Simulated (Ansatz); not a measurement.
TiTe$_{2}$ (P-3m1): electronic heat capacity and spin susceptibility from the density of states

Computed with DFT PBEsol, scalar-relativistic, plane waves, PAW in Ansatz 0.2.0.

Cutoff 420 eV; k points 12×12×8 on the computed 3-atom cell (Γ-centred); Gaussian smearing, width 0.10 eV; no spin polarisation.

Relaxed cell: P-3m1, a = 3.696 Å, b = 3.696 Å, c = 6.445 Å, α = 90.00°, β = 90.00°, γ = 120.00°, 3 atoms in the primitive cell. Whether it is the stable form of this composition wasn't checked.

The density of states at the Fermi level is 1.511 states/eV in the cell of 3 atoms (1 formula unit; both spins, tetrahedra on a 18×18×12 mesh).

Problem. What Sommerfeld coefficient and Pauli susceptibility does this give?

Solution. Per formula unit N(E_F) = 1.511 states/eV. γ = (π²/3) k_B² N(E_F) N_A = 2.357 mJ/(mol K²) per state/eV, so γ = 3.6 mJ/(mol K²), a mole of formula units. χ_P = μ_B² N(E_F) N_A = 3.23×10⁻⁵ emu/mol per state/eV gives 4.9×10⁻⁵ emu/mol. This is the bare band result: a measured γ of the same phase is as a rule larger by a factor 1 + λ from phonons and spin fluctuations, the spin part of χ is larger by the Stoner factor, and a measured χ also holds orbital and core terms. N(E_F) at one energy is sensitive to the mesh where the density of states has sharp peaks.

Spin-orbit coupling is left out, which matters for the bands of heavy elements.

Cost: 1 run of about 1.4 core-minutes, on Arm Neoverse V1 (shared hosts).